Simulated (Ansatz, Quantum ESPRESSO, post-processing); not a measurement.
# Screening and band shifts of honeycomb InP, 3 layers, AB stacking, part 2 of 2

Aim: how honeycomb InP, 3 layers, AB stacking screens a field along its normal, and what the field does to its bands.

Quantum ESPRESSO 7.5; plane-wave DFT, vdW-DF-cx, GBRV ultrasoft pseudopotentials made under PBE; geometry and cross-check by Ansatz 0.2.0 with PAW datasets.

So far. Step 13 (Bands along a path: field -0.2 V/Å): Along this path the valence top lies at K and the conduction bottom at Γ. The valence levels at K and Γ lie only 0.03 eV apart, so strain, functional or spin-orbit coupling can change their order. Step 14 (Density by pp.x): The density integrates to 54.000 electrons, as the 54 of the input ask.

## Step 16: Charge moved by a field of 0.2 V/Å

This step gave:

```
largest charge moved across a plane : 0.001155 e/Å²
dipole step                         : -2.067 eV
```

The planar mean oscillates, so the rows of the table below give means over windows of 1 Å about each position, cut where the curve ends. Its maxima inside the range that stand out by 2 % of the span (Å: e/Å³): 7.8: 7.3e-4, 9.5: 1.2e-4, 11.5: 1.3e-4, 13.0: 9.4e-5, 14.9: 3.2e-6, 16.2: 1.3e-4. Its minima: 8.9: -6.6e-5, 10.3: -1.0e-4, 12.3: -7.3e-5, 14.2: -3.8e-5, 15.5: -9.2e-5, 17.4: -7.2e-4.

Planar mean against z; means over each step:

```csv
z (Å),planar mean (e/Å³)
2,2.3e-8
3,2.0e-7
4,1.8e-6
5,1.4e-5
6,7.8e-5
7,3.6e-4
8,5.9e-4
9,2.4e-5
10,-9.8e-6
11,2.0e-5
12,7.8e-6
13,6.0e-5
14,-1.6e-5
15,-3.1e-5
16,2.9e-5
17,-4.0e-4
18,-5.3e-4
19,-1.5e-4
20,-4.0e-5
21,-8.4e-6
22,-1.4e-6
23,-2.1e-7
24,-2.9e-8
```

Running integral, electrons below z against z:

```csv
z (Å),"running integral, electrons below z (e/Å²)"
3,8.5e-8
4,7.8e-7
5,6.6e-6
6,4.5e-5
7,2.3e-4
8,8.5e-4
9,0.00105
10,0.00110
11,0.00104
12,0.00112
13,0.00111
14,0.00115
15,0.00113
16,0.00109
17,0.00102
18,3.8e-4
19,9.4e-5
20,2.1e-5
21,3.7e-6
22,5.6e-7
23,7.7e-8
```

## Step 17: Polarisability from the dipole between 0 and 0.1 V/A

Read from the output:

| Quantity | Value |
| --- | --- |
| change of slope in the vacuum | 0.09989 eV/Å |
| polarisability a cell | 12.61 Å³ |
| sheet polarisability 4πα/A | 10.37 Å |

Table of change of the potential energy, second field less first by z:

```csv
z (Å),"change of the potential energy, second field less first (eV)"
0,-0.396
1,-0.665
2,-0.565
3,-0.465
4,-0.365
5,-0.265
6,-0.166
7,-0.0757
8,-0.0182
9,-0.00898
10,-0.00591
11,-0.00237
12,-1.4e-4
13,5.9e-4
14,-0.00272
15,-0.00558
16,-0.00553
17,-0.00597
18,0.0269
19,0.106
20,0.201
21,0.300
22,0.400
23,0.500
24,0.600
```

## Step 18: Dipole against field

The dipole along the normal, dipole moment by applied field:

```csv
applied field (V/Å),"dipole along the normal, dipole moment (e·Å)"
-0.200,0.0356
0.000,0.212
0.100,0.299
0.200,0.386
```

## Step 19: The same in Ansatz: field 0.1 V/Å

A second code with its own PAW datasets, on the same atoms.

Level of this step: plane-wave DFT, PBE, Ansatz PAW (Ansatz 0.2.0).

Contents of input.yaml:

```yaml
crystal:
  lattice:
    - [4.2007449235, 0.0, 0.0]
    - [-2.1003724618, 3.6379518186, 0.0]
    - [0.0, 0.0, 25.1]
  atoms:
    - { symbol: P, position: [0.6666666667, 0.3333333333, 0.3529326312] }
    - { symbol: In, position: [0.3333333333, 0.6666666667, 0.3761964069] }
    - { symbol: P, position: [0.0, 0.0, 0.485324009] }
    - { symbol: In, position: [0.6666666667, 0.3333333333, 0.5134862952] }
    - { symbol: P, position: [0.6666666667, 0.3333333333, 0.6235123684] }
    - { symbol: In, position: [0.3333333333, 0.6666666667, 0.6485482893] }
kpoints:
  mp_grid: { grid: [6, 6, 1] }
hamiltonian:
  xc: pbe
scf:
  occupations: { method: fermi_dirac, width: 0.054 }
  convergence: { dr2_threshold: 1.0e-09 }
efield:
  axis: 3
  dipole_correction: true
  ramp_position: 0.97
  ramp_width: 0.04
  amplitude: 0.1
output:
  write_potential: true
  write_density: true
  volumetric_format: npy
```

Started as:

```bash
> ansatz run input.yaml --threads 4 --pin off --max-ram 8192MiB --backend cpu --events-out ev --progress --plain --runs-dir out
```

Elapsed: 3.9 s, on 4 threads of Arm Neoverse V2, shared host; peak memory 0.62 GiB.

Numbers from this step:

```
free energy             : -19059.6984 eV
energy at zero smearing : -19059.6939 eV
smearing term TS        : 0.009004 eV
Fermi energy            : 0.2443 eV
gap by band count       : 0.2154 eV
dipole along the normal : 0.3078 e·Å
```

At 0.1 V/Å Ansatz's dipole is 0.3078 e Å against 0.2990 from pw.x, under another functional.

## Step 20: Cross-check with Ansatz: field -0.1 V/Å

input.yaml, as its differences from the input of step 19:

```diff
@@ -24,3 +24,3 @@
   ramp_width: 0.04
-  amplitude: 0.1
+  amplitude: -0.1
 output:
```

It took 4.1 s on 4 threads; peak memory 0.62 GiB; 15 s of CPU time.

Numbers from this step:

* free energy: -19059.6543 eV
* energy at zero smearing: -19059.6490 eV
* smearing term TS: 0.01058 eV
* Fermi energy: 0.1863 eV
* gap by band count: 0.1992 eV
* dipole along the normal: 0.1329 e·Å

## Step 21: Dipole against field, Ansatz

Dipole along the normal, dipole moment against applied field:

```csv
applied field (V/Å),"dipole along the normal, dipole moment (e·Å)"
-0.1000,0.133
0.0000,0.221
0.1000,0.308
```

## Step 22: SCF with pw.x, with ecutwfc = 26, ecutrho = 208 and diagonalization = rmm-davidson

How much does a setting matter? One run is repeated with a change.

Level of this step: plane-wave DFT, vdW-DF-cx, GBRV ultrasoft pseudopotentials made under PBE (Quantum ESPRESSO 7.5). input_dft overrides the functional of the files.

Contents of f1.w0.in:

```
&control
  prefix = 'f1.w0'
  outdir = './out'
  pseudo_dir = './pseudo'
  calculation = 'scf'
  tprnfor = .true.
  tefield = .true.
  dipfield = .true.
/
&system
  ibrav = 0
  nat = 6
  ntyp = 2
  ecutwfc = 26
  ecutrho = 208
  input_dft = 'vdw-df-cx'
  occupations = 'smearing'
  smearing = 'fd'
  degauss = 0.004
  edir = 3
  emaxpos = 0.97
  eopreg = 0.04
  eamp = 0.00194469
/
&electrons
  conv_thr = 1e-09
  mixing_beta = 0.4
  electron_maxstep = 120
  mixing_mode = 'plain'
  diagonalization = 'rmm-davidson'
/
ATOMIC_SPECIES
  P   30.9738  p_pbe_v1.5.uspp.F.UPF
  In  114.8180  in_pbe_v1.4.uspp.F.UPF
CELL_PARAMETERS angstrom
  4.20074492351059 0.00000000000000 -0.00000000000000
  -2.10037246175530 3.63795181857869 -0.00000000000000
  -0.00000000000000 -0.00000000000000 25.10000000000000
ATOMIC_POSITIONS crystal
  P   0.666666666667 0.333333333333 0.352932631172
  In  0.333333333333 0.666666666667 0.376196406879
  P   -0.000000000000 -0.000000000000 0.485324009027
  In  0.666666666667 0.333333333333 0.513486295188
  P   0.666666666667 0.333333333333 0.623512368402
  In  0.333333333333 0.666666666667 0.648548289332
K_POINTS automatic
  6 6 1 0 0 0
```

Started as:

```bash
> OMP_NUM_THREADS=1 mpirun -n 4 pw.x -nk 2 -in f1.w0.in > f1.w0.out
```

It took 11 min on 4 MPI ranks; peak memory 0.9 GiB.

The run ended without convergence. The estimated SCF accuracy went from 72.6 Ry in the first cycle kept to 72.6 Ry at best and 4.49e+03 Ry in the last.

More iterations help only where the error still falls; otherwise the mixing, the start or the set-up has to change.

## Step 23: By hand

α = Δp/E = (0.29901 − (0.21155)) e Å / 0.1 V/Å = 0.8746 e Å²/V; times e/(4πε₀) = 14.40 V Å this is 12.594 Å³. With A = 15.282 Å², 4πα/A = 10.356 Å.

## Step 24: Outcome

- polarisability along the normal, a cell: 12.6 Å³
- sheet polarisability 4πα/A: 10.4 Å
- dipole without a field: 0.211 e·Å
- Kohn-Sham ionisation potential, upper face: 3.39 eV
- gap along the path at 0 V/Å: 0.20 eV
- gap along the path at 0.2 V/Å: 0.22 eV
- gap along the path at -0.2 V/Å: 0.18 eV

**Reading.** The sheet answers a field with a polarisability of 12.6 Å³ a cell, or 4πα/A = 10.4 Å (vdW-DF-cx, GBRV ultrasoft (made under PBE)). In pw.x the dipole follows the field linearly over the range tried. A perfect conductor 10.4 Å thick would screen alike; the outer atoms lie 7.42 Å apart. At 0.1 V/Å the sheet takes 1.037 eV off the potential drop. At 0.2 V/Å the gap along the path goes from 0.20 to 0.22 eV. Quantum ESPRESSO and Ansatz give 12.61 and 12.59 Å³ for the polarisability (pw.x from 0 and 0.1 V/Å, Ansatz from ±0.1 V/Å, under PBE), which agree. The ions stay at their zero-field places, so this is the electrons' response alone. Semilocal gaps are too small, and in strong fields empty levels can belong to the vacuum. Spin-orbit coupling is left out; depending on the atoms that carry the levels of interest, it can split and shift them by tens to hundreds of meV.

[Logs are printed without paths, hosts, clocks, repeated set-up lines and the standing remarks that a program may print on its own settings, such as how far it seeks lower states.]

[Hosts, paths, dates, database ids (printed as entryN), source tags and the programs' standing remarks are cut or masked in the printed files.]

[Maps of the electrostatic potential energy from Ansatz leave out the sawtooth potential of an applied field or a dipole correction, so their vacuum need not be flat; planar profiles and work functions include it.]
